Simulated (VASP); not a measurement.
Method: PW91 GGA, VASP's PBE PAW potentials (set 64) (plane waves; VASP 6.6.1).

Input for VASP

### POSCAR
```
CsBr
1
    4.3783119169     0.0000000000     0.0000000000
    0.0000000000     4.3783119169     0.0000000000
    0.0000000000     0.0000000000     4.3783119169
Cs Br
1 1
Direct
  0.0000000000   0.0000000000   0.0000000000
  0.5000000000   0.5000000000   0.5000000000
```

**INCAR**
```
ALGO  =  Normal
EDIFF  =  1E-7
ENCUT  =  520
GGA  =  91
ISIF  =  2
ISMEAR  =  -5
LASPH  =  T
LCHARG  =  T
LMAXMIX  =  4
LORBIT  =  11
LREAL  =  F
LWAVE  =  F
NEDOS  =  601
NELM  =  100
PREC  =  Accurate
SYSTEM  =  CsBr
```

### KPOINTS
```
Automatic mesh
0
Gamma
7 7 7
0 0 0
```

POTCAR, in this order: Cs_sv Br (PBE.64 set). Program: vasp_std.

Output

**OSZICAR**
```
       N       E                     dE             d eps       ncg     rms          rms(c)
DAV:   1     0.975380482076E+02    0.97538E+02   -0.65414E+03   480   0.113E+03
DAV:   2     0.130611627258E+01   -0.96232E+02   -0.89363E+02   748   0.171E+02
DAV:   3    -0.628941738872E+01   -0.75955E+01   -0.75709E+01   596   0.573E+01
DAV:   4    -0.637068509719E+01   -0.81268E-01   -0.81226E-01   576   0.704E+00
DAV:   5    -0.637139773095E+01   -0.71263E-03   -0.71258E-03   584   0.652E-01    0.181E+00
DAV:   6    -0.612335293343E+01    0.24804E+00   -0.37525E-01   556   0.312E+00    0.109E+00
DAV:   7    -0.608175581921E+01    0.41597E-01   -0.18293E-01   592   0.222E+00    0.579E-01
DAV:   8    -0.608461631604E+01   -0.28605E-02   -0.12924E-02   568   0.806E-01    0.979E-02
DAV:   9    -0.608512822412E+01   -0.51191E-03   -0.23707E-03   568   0.293E-01    0.769E-02
DAV:  10    -0.608518172012E+01   -0.53496E-04   -0.17736E-04   572   0.106E-01    0.107E-02
DAV:  11    -0.608518884309E+01   -0.71230E-05   -0.34684E-05   584   0.358E-02    0.525E-03
DAV:  12    -0.608518865297E+01    0.19012E-06   -0.89357E-06   592   0.181E-02    0.123E-03
DAV:  13    -0.608518868341E+01   -0.30437E-07   -0.25908E-07   556   0.388E-03
   1 F= -.60851887E+01 E0= -.60851887E+01  d E =0.000000E+00
```

### OUTCAR
```
------------------------ aborting loop because EDIFF is reached ----------------------------------------
  FORCE on cell =-STRESS in cart. coord.  units (eV):
  Direction    XX          YY          ZZ          XY          YZ          ZX
  --------------------------------------------------------------------------------------
  Total        0.0132797      0.0132797      0.0132797      0.0000000      0.0000000      0.0000000
  in kB        0.2534998      0.2534998      0.2534998      0.0000000      0.0000000      0.0000000
  external PRESSURE =       0.2534998 kB  Pullay stress =       0.0000000 kB
  volume of cell :       83.93
      direct lattice vectors                 reciprocal lattice vectors
     4.378311917  0.000000000  0.000000000     0.228398529  0.000000000  0.000000000
     0.000000000  4.378311917  0.000000000     0.000000000  0.228398529  0.000000000
     0.000000000  0.000000000  4.378311917     0.000000000  0.000000000  0.228398529
 POSITION                                       TOTAL-FORCE (eV/Angst)
 -----------------------------------------------------------------------------------
      0.00000      0.00000      0.00000         0.000000      0.000000      0.000000
      2.18916      2.18916      2.18916         0.000000      0.000000      0.000000
 -----------------------------------------------------------------------------------
    total drift:                                0.000000      0.000000      0.000000
  FREE ENERGIE OF THE ION-ELECTRON SYSTEM (eV)
  ---------------------------------------------------
  free  energy   TOTEN  =        -6.0851886834 eV

  energy  without entropy=       -6.0851886834  energy(sigma->0) =       -6.08518868

 total charge

# of ion       s       p       d       tot
------------------------------------------
    1        1.877   4.700   0.026   6.603
    2        1.606   3.275   0.001   4.883
--------------------------------------------------
tot          3.483   7.975   0.027  11.486
```
(Selected blocks of OUTCAR.)

The compound is CsBr in the CsCl type structure. It was relaxed first, which changed the volume by +6 %.
